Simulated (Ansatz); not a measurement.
**BaO: how the settings move a single-point run**

Aim: see which settings change the result for BaO, by how much, and at what cost.

Computed with Ansatz 0.2.0 (reference: DFT, HSE06, plane waves, PAW, unless a step's input says otherwise).

1 further run of the same task is left out (it didn't finish).

## (1) The system as given

Symmetry: Fm-3m, No. 225, cubic system. Conventional cell: a = 5.544 Å, b = 5.544 Å, c = 5.544 Å, α = 90.00°, β = 90.00°, γ = 90.00°. Ba (site symmetry m-3m) has 6 O at 2.77 Å as nearest neighbours. Around O (site symmetry m-3m) lie 6 Ba at 2.77 Å.

As a file:

```xyz
2
Lattice="0.0000 2.7719 2.7719 2.7719 0.0000 2.7719 2.7719 2.7719 0.0000" Properties=species:S:1:pos:R:3 pbc="T T T"
Ba    0.0000    0.0000    0.0000
O     2.7719    2.7719    2.7719
```

## (2) Baseline

File input.yaml:

```yaml
crystal:
  lattice:
    - [0.0, 2.771942684, 2.771942684]
    - [2.771942684, 0.0, 2.771942684]
    - [2.771942684, 2.771942684, 0.0]
  atoms:
    - { symbol: Ba, position: [0.0, 0.0, 0.0] }
    - { symbol: O, position: [0.5, 0.5, 0.5] }
kpoints:
  mp_grid: { grid: [4, 4, 4] }
hamiltonian:
  xc: hse06
scf:
  occupations: { method: fixed }
  n_extra_bands: 4
output:
  forces: true
  stress: true
  eigenvalues: true
```

Launch:

```console
ansatz run input.yaml --threads 4 --pin off --max-ram 3686MiB --backend cpu --events-out ev --progress --plain --runs-dir out
```

## (3) Changed: occupations.method methfessel_paxton, occupations.width 0.2

input.yaml: that of step 2 with these lines changed.

```diff
@@ -13,3 +13,3 @@
 scf:
-  occupations: { method: fixed }
+  occupations: { method: methfessel_paxton, width: 0.2 }
   n_extra_bands: 4
```

**Question.** What will these runs give? Wanted: for each run, ending; energy change; pressure; gap; force.

As calculated:

| run | ending | energy change | pressure (GPa) | gap (eV) | force (eV/Å) | cycles | time |
| --- | --- | --- | --- | --- | --- | --- | --- |
| reference | converged | 0 | -0.5 | 3.32 | 0.00 | 11 | 12 s |
| 1: occupations.method methfessel_paxton, occupations.width 0.2 | converged | 0.0 meV/atom (σ→0) | -0.5 | 3.32 | 0.00 | 12 | 12 s |

Residual by cycle in the longest SCF loop of each run; runs are numbered as in the table. The quantity is the density residual dr2, in eV.

```csv
cycle,reference,run 1
1,0.0631,0.0532
2,0.0397,0.0321
3,0.00205,0.00209
4,5.2e-4,6.6e-4
5,7.7e-6,1.1e-5
6,9.6e-7,1.1e-6
```

**Reading.** The changed input (smearing) leaves the energy the same to the digits printed. Cost: 12 SCF cycles against 11. The gap of the reference lacks spin-orbit coupling, though the cell holds Ba.
